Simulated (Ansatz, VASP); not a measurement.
One calculation of CoSi2, two programs

```
CELL_PARAMETERS angstrom
3.98348 0.00000 0.00000
-1.99174 3.44980 0.00000
0.00000 0.00000 2.41669
ATOMIC_POSITIONS crystal
Co 0.00000 0.00000 0.00000
Si 0.33333 0.66667 0.50000
Si 0.66667 0.33333 0.50000
```

Alike in both runs: functional PBE; k mesh 9 × 9 × 7; occupations fermi-dirac, width 0.08 eV; no spin polarisation.

Ansatz relaxed the structure, and its values are those at the end. VASP's run is a single point on that final structure, the one shown.

|  | VASP | Ansatz |
| --- | --- | --- |
| version | VASP 6.6.1 | Ansatz 0.2.0 |
| potentials or method | VASP PAW PBE potentials, release 64 (Co, Si) | PAW with Ansatz's default frozen-core files, scalar-relativistic |
| plane-wave cutoff (eV) | 520 | 420 |
| valence electrons in the cell | 17 | 25 |

Ansatz gave:

```
pressure (GPa) : 24.0
```

What did VASP give for the same quantities?

Pressure (GPa): 23.8.

With one functional, cell and mesh, what is left measures potentials, basis and numerics. The two sets of potentials don't hold the same shells in valence.

Caveats: the k mesh is coarse (spacing up to 0.37 Å⁻¹), so the values aren't converged; so large a pressure means that the cell lies far from this level's equilibrium, or that cutoff or potentials fall short (VASP). Spin polarisation is off, so any magnetic state and its effect on volume and gap are missing.
